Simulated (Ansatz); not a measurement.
## TiO2: course of a relaxation

Level of theory: Ansatz, DFT PBE, scalar-relativistic, plane waves, PAW. Run with 420 eV cutoff, 6×6×6 k-mesh, Gaussian smearing of 0.02 eV, no spin polarisation.

What was changed: strain along c alone, the other axes held, atoms relaxed: -1.0 %.

Command:

```bash
ansatz run input.yaml --threads 1 --pin off --max-ram 2560MiB --backend cpu --events-out ev --progress --plain --runs-dir out
```

Input:

```yaml
crystal:
  lattice:
    - [5.3599686068, 0.0, 0.0227637805]
    - [0.0, 5.3725608382, 0.0]
    - [-2.6574912141, 0.0, 4.801073944]
  atoms:
    - { symbol: Ti, position: [0.5, 0.3748940582, 0.25] }
    - { symbol: Ti, position: [0.5, 0.6251059418, 0.75] }
    - { symbol: Ti, position: [0.0, 0.8748940582, 0.25] }
    - { symbol: Ti, position: [0.0, 0.1251059418, 0.75] }
    - { symbol: O, position: [0.2065243304, 0.8751070979, 0.6629499159] }
    - { symbol: O, position: [0.7934756696, 0.1248929021, 0.3370500841] }
    - { symbol: O, position: [0.7934756696, 0.8751070979, 0.8370500841] }
    - { symbol: O, position: [0.2065243304, 0.1248929021, 0.1629499159] }
    - { symbol: O, position: [0.7065243304, 0.3751070979, 0.6629499159] }
    - { symbol: O, position: [0.2934756696, 0.6248929021, 0.3370500841] }
    - { symbol: O, position: [0.2934756696, 0.3751070979, 0.8370500841] }
    - { symbol: O, position: [0.7065243304, 0.6248929021, 0.1629499159] }
basis:
  ecutwfc: 420
kpoints:
  mp_grid: { grid: [6, 6, 6] }
hamiltonian:
  xc: pbe
scf:
  occupations: { method: gaussian, width: 0.02 }
output:
  forces: true
  stress: true
  eigenvalues: true
relax:
  adjacent_minimum: "off"
  f_tol: 0.008
  max_steps: 40
```

F is the free energy.

Steps:

| step | F − F(1) (eV) | largest force component (eV/Å) |
| --- | --- | --- |
| 1 | 0.0000 | 0.132 |
| 2 | -0.0043 | 0.070 |
| 3 | -0.0060 | 0.011 |
| 4 | -0.0060 | 0.009 |
| 5 | -0.0061 | 0.001 |

Relaxed structure:

```yaml
crystal:
  lattice:
    - [5.35997, 0.00000, 0.02276]
    - [0.00000, 5.37256, 0.00000]
    - [-2.65749, 0.00000, 4.80107]
  atoms:
    - { symbol: Ti, position: [0.50000, 0.37300, 0.25000] }
    - { symbol: Ti, position: [0.50000, 0.62700, 0.75000] }
    - { symbol: Ti, position: [0.00000, 0.87300, 0.25000] }
    - { symbol: Ti, position: [0.00000, 0.12700, 0.75000] }
    - { symbol: O, position: [0.20796, 0.87664, 0.66475] }
    - { symbol: O, position: [0.79204, 0.12336, 0.33525] }
    - { symbol: O, position: [0.79204, 0.87664, 0.83525] }
    - { symbol: O, position: [0.20796, 0.12336, 0.16475] }
    - { symbol: O, position: [0.70796, 0.37664, 0.66475] }
    - { symbol: O, position: [0.29204, 0.62336, 0.33525] }
    - { symbol: O, position: [0.29204, 0.37664, 0.83525] }
    - { symbol: O, position: [0.70796, 0.62336, 0.16475] }
```

It takes space group C2/c (No. 15, monoclinic). Conventional cell: a = 5.360 Å, b = 5.373 Å, c = 5.487 Å, α = 90.00°, β = 118.72°, γ = 90.00°. Around Ti (site symmetry 2) lie 6 O at 1.94 to 2.00 Å. O (site symmetry 1) has 3 Ti at 1.94 to 2.00 Å as nearest neighbours.

The run converged. The run took 3 min on 1 thread of AMD EPYC 7R43 64-Core Processor (Zen 3) (shared host), peak memory 0.76 GiB.